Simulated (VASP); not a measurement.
Write the native input for VASP 6.6.1 that does the following.

```
Task                               : single point
Functional                         : HSE06
Potentials or basis                : VASP PAW PBE potentials, release 64 (Rb_sv, Br)
Cutoff                             : 520 eV
k mesh                             : 4 × 4 × 4
Occupations                        : gaussian, width 0.01 eV
Spin                               : no spin polarisation
Dipole correction                  : no
Exchange at q = 0                  : truncated
Grid for exact exchange (PRECFOCK) : Normal
Screening parameter                : 0.2079 1/A
Further INCAR settings             : ALGO = Normal; EDIFF = 1e-06; NBANDS = 15
```

RbBr:

```xyz
2
Lattice="0.0000 3.2681 3.4608 3.2681 0.0000 3.4608 3.2681 3.2681 0.0000" Properties=species:S:1:pos:R:3 pbc="T T T"
Rb    0.0000    0.0000    0.0000
Br    3.2681    3.2681    3.4608
```

The cell was built by a generator and needn't be a form met in nature.

The cell isn't the ideal one: biaxial_xy strain -5.6%.

One way to write it, as run:

POSCAR

```
RbBr
1.0
    0.0000000000      3.2680580775      3.4608260907
    3.2680580775      0.0000000000      3.4608260907
    3.2680580775      3.2680580775      0.0000000000
Rb Br
1 1
Direct
    0.0000000000      0.0000000000      0.0000000000
    0.5000000000      0.5000000000      0.5000000000
```

INCAR.step1

```
SYSTEM = RbBr
ALGO     = Normal         ! electronic algorithm
EDIFF    = 1E-5           ! SCF threshold, eV
ENCUT    = 520            ! plane-wave cutoff, eV
GGA      = PE             ! functional
ISIF     = 2              ! what is computed and relaxed
ISMEAR   = 0              ! smearing method
LASPH    = .TRUE.         ! aspherical terms in the spheres
LCHARG   = .FALSE.        ! write CHGCAR
LREAL    = .FALSE.        ! projectors in reciprocal space
LWAVE    = .TRUE.         ! write WAVECAR
NBANDS   = 15             ! bands
NELM     = 100            ! most SCF steps
PREC     = Accurate       ! precision mode
SIGMA    = 0.01           ! smearing width, eV
```

INCAR.step2

```
SYSTEM = RbBr
ALGO     = Normal         ! electronic algorithm
EDIFF    = 1E-6           ! SCF threshold, eV
ENCUT    = 520            ! plane-wave cutoff, eV
GGA      = PE             ! functional
HFSCREEN = 0.2079         ! screening, 1/A
ISIF     = 2              ! what is computed and relaxed
ISMEAR   = 0              ! smearing method
ISTART   = 1            
LASPH    = .TRUE.         ! aspherical terms in the spheres
LCHARG   = .FALSE.        ! write CHGCAR
LHFCALC  = .TRUE.         ! exact exchange
LREAL    = .FALSE.        ! projectors in reciprocal space
LWAVE    = .FALSE.        ! write WAVECAR
NBANDS   = 15             ! bands
NELM     = 100            ! most SCF steps
PREC     = Accurate       ! precision mode
PRECFOCK = Normal       
SIGMA    = 0.01           ! smearing width, eV
```

KPOINTS

```
k-points
0
G
  4 4 4
  0 0 0
```

Potentials or basis: VASP PAW PBE potentials, release 64 (Rb_sv, Br).

Launch:

```sh
$ cat potpaw_PBE.64/Rb_sv/POTCAR potpaw_PBE.64/Br/POTCAR > POTCAR
$ cp INCAR.step1 INCAR
$ mpirun -np 1 vasp_std > vasp.out
$ cp INCAR.step2 INCAR
$ mpirun -np 1 vasp_std > vasp.out
```

It gave:

```
Pressure               : 2.7 GPa
Band gap on the k mesh : 5.72 eV, direct
```

Caveat: the PAW data sets were made with another functional, which shifts forces and pressure a little.

It took 9.3 min on 1 thread of Intel(R) Xeon(R) Platinum 8488C (Sapphire Rapids), on a shared host, peak memory 0.32 GiB.
